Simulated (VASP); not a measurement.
# Pb: molecular dynamics with a thermostat, by thermostat

Pb, Fm-3m (no. 225), 12 atoms in the cell. PBE, molecular dynamics; PAW potentials Pb (PBE set).

| Thermostat | Mean temperature (K) | Standard error of the mean temperature (K) | Relative fluctuation of the kinetic energy | Canonical value of that fluctuation | Rise of the mean potential energy above the start (meV/atom) | Time (s) |
|---|---|---|---|---|---|---|
| none (NVE) | 412 | 28 | 0.177 | 0.246 | 46.0 | 435 |
| Nose, MDALGO 0, SMASS 0 | 791 | 18 | 0.164 | 0.246 | 104.6 | 416 |
| Nose-Hoover, SMASS 5 | 766 | 59 | 0.199 | 0.246 | 111.9 | 411 |
| Nose-Hoover, SMASS 0 | 786 | 15 | 0.121 | 0.246 | 100.0 | 418 |
| Andersen, probability 0.5 | 616 | 16 | 0.246 | 0.246 | 99.7 | 484 |
| Andersen, probability 0.05 | 892 | 80 | 0.294 | 0.246 | 106.3 | 479 |
| Langevin, friction 1/ps | 599 | 21 | 0.186 | 0.236 | 64.5 | 428 |
| Langevin, friction 5/ps | 718 | 31 | 0.218 | 0.236 | 82.1 | 486 |
| Nose-Hoover chain of 3, period 40 steps | 810 | 69 | 0.231 | 0.246 | 96.3 | 410 |
| Nose-Hoover chain of 4, period 10 steps, NRESPA 2, NS 3 | 789 | 22 | 0.165 | 0.246 | 105.7 | 419 |
| CSVR, period 5 steps | 795 | 19 | 0.260 | 0.246 | 93.2 | 429 |

Limits: 1148 fs of 12 atoms are too short for converged averages.

## Input of the first row

INCAR:
```
SYSTEM = Pb
GGA = PE ; PREC = Normal
ENCUT = 200 ; EDIFF = 1E-5
NELMIN = 4 ; NELM = 60
ALGO = Fast ; LREAL = Auto
LASPH = .True. ; ISMEAR = -1
SIGMA = 0.069 ; ISYM = 0
LWAVE = .False. ; LCHARG = .False.
IBRION = 0 ; NSW = 287
POTIM = 4.0 ; TEBEG = 800
TEEND = 800 ; ISIF = 2
RANDOM_SEED = 320264 0 0 ; MDALGO = 1
ANDERSEN_PROB = 0.0 ; KPAR = 4
```

KPOINTS:
```
k-points
0
Monkhorst-Pack
  2 2 2
```

POSCAR:
```
Pb
1.0
    0.0000000000      4.9500400000      4.9500400000
    4.9500400000      0.0000000000      4.9500400000
    7.4250600000      7.4250600000      0.0000000000
Pb
12
Direct
    0.0000000000      0.0000000000      0.0000000000
    0.0000000000      0.0000000000      0.3333333333
    0.0000000000      0.0000000000      0.6666666667
    0.0000000000      0.5000000000      0.0000000000
    0.0000000000      0.5000000000      0.3333333333
    0.0000000000      0.5000000000      0.6666666667
    0.5000000000      0.0000000000      0.0000000000
    0.5000000000      0.0000000000      0.3333333333
    0.5000000000      0.0000000000      0.6666666667
    0.5000000000      0.5000000000      0.0000000000
    0.5000000000      0.5000000000      0.3333333333
    0.5000000000      0.5000000000      0.6666666667
```

Commands:
```
cat potpaw_PBE.64/Pb/POTCAR > POTCAR
mpirun -np 4 vasp_std > vasp.out
```

Changes of the last row against the first:
```
- MDALGO = 1
- ANDERSEN_PROB = 0.0
+ MDALGO = 5
+ CSVR_PERIOD = 5
```

VASP 6.6.1 took 435 s on 4 cores (Intel Xeon 6975P-C (Granite Rapids)), a shared host.
